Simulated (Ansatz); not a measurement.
Cd, DFT, PBE, all-electron LAPW, scalar-relativistic (Ansatz 0.2.0), run on 1 thread of Arm Neoverse V1 on a shared host.

The cell is COD entry 9008490, as deposited and not checked against the literature; nothing was relaxed. The listed cell was then made from it by scaling, straining or moving an atom.

Command: `ansatz run input.yaml --threads 1 --pin off --max-ram 2048MiB --backend cpu --events-out ev --progress --plain --runs-dir out`

```yaml
crystal:
  lattice:
    - [2.9788725081, 0.0, 0.0]
    - [-1.489436254, 2.5797792666, 0.0]
    - [0.0, 0.0, 5.61765]
  atoms:
    - { symbol: Cd, position: [0.3944761432, 0.7114263101, 0.2705548583] }
    - { symbol: Cd, position: [0.6666666667, 0.3333333333, 0.75] }
kpoints:
  mp_grid: { grid: [16, 16, 7] }
scf:
  occupations: { method: fermi_dirac, width: 0.05 }
hamiltonian:
  xc: pbe
  pseudopotentials: { kind: all_electron, lapw: { basis_error: 0.001 } }
output:
  forces: true
  stress: true
  eigenvalues: true
```

Task: How large is the problem that the program sets up?

Result: 898 irreducible k-points, 337 plane waves at Γ, 24 bands.

Task: Estimate the wall time and the peak memory.

Result: 3 min of wall time for 9 SCF iterations, with a peak of 1.8 GiB. Times on shared machines scatter by tens of per cent.

Task: And the same cell and mesh by frozen-core PAW, asked for forces, stress, eigenvalues, efg, on the same hardware?

Result: 37 s, peak memory 0.85 GiB.

Task: And the same cell and mesh by all-electron PAW (datasets made for this crystal), asked for forces, stress, eigenvalues, efg, on the same hardware?

Result: 93 s, peak memory 1.3 GiB.
